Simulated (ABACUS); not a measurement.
The system is Ga2O3.

```xyz
10
Lattice="6.1070 -1.5186 0.0000 6.1070 1.5186 0.0000 -1.3860 0.0000 5.6300" Properties=species:S:1:pos:R:3 pbc="T T T"
Ga    3.2184    0.0000    3.8621
Ga    7.6096    0.0000    1.7679
Ga   10.8240    0.0000    1.1564
Ga    0.0041    0.0000    4.4736
O     5.1267    0.0000    4.1853
O     5.7013    0.0000    1.4447
O     9.4919    0.0000    2.4592
O     1.3361    0.0000    3.1708
O     8.9710    0.0000    5.0118
O     1.8570    0.0000    0.6182
```

| Property | Result |
| --- | --- |
| Program | ABACUS 3.10.1 |
| Task | single point |
| Functional | PBE |
| Potentials or basis | PseudoDojo NC SR 0.4.1 PBE standard |
| Cutoff | 1143 eV |
| Density cutoff | 4572 eV |
| Basis | plane waves |
| k mesh | 9 × 9 × 5 |
| Occupations | fermi-dirac, width 0.05 eV |
| Spin | no spin polarisation |

On this cell: pressure 9.2 GPa; largest force 0.204 eV/Å; band gap on the k mesh 2.47 eV, indirect (least direct gap 2.49 eV).

The same run follows on a disturbed copy (atoms moved at random, drawn with an rms of 0.05 Å):

```
Ga O
1.0
     6.10700   -1.51855    0.00000
     6.10700    1.51855    0.00000
    -1.38599    0.00000    5.63001
Ga O
4 6
Direct
  0.36332 0.31329 0.69196
  0.65947 0.66070 0.31691
  0.89795 0.92027 0.20307
  0.08252 0.09653 0.79443
  0.50356 0.51184 0.74220
  0.48500 0.50314 0.26088
  0.82223 0.83001 0.44019
  0.16656 0.17095 0.55628
  0.84204 0.82184 0.88770
  0.17966 0.14835 0.10634
```

What changes?

The energy moves by +15.3 meV/atom; pressure 9.8 GPa; largest force 1.573 eV/Å; band gap on the k mesh 2.42 eV, direct.

Forces on the atoms (eV/Å):
```
Ga   0.682  0.766 -0.814
Ga  -0.343 -0.344 -0.320
Ga  -0.396 -0.162  0.413
Ga   0.401 -0.223  0.005
O   -1.569  0.010 -0.113
O    0.376 -0.041 -0.245
O    0.232 -0.164 -0.155
O    0.470 -0.020  0.249
O   -0.121 -0.350  0.594
O    0.267  0.529  0.386
```

Stress tensor (GPa, compression positive):
```
 7.42  0.32  0.36
 0.32 11.99 -1.11
 0.36 -1.11  9.89
```

Caveats: there are fewer bands than atomic start orbitals, so a level may be missed at k points of high symmetry; an odd mesh through Γ misses points on the zone boundary, where band edges often lie.
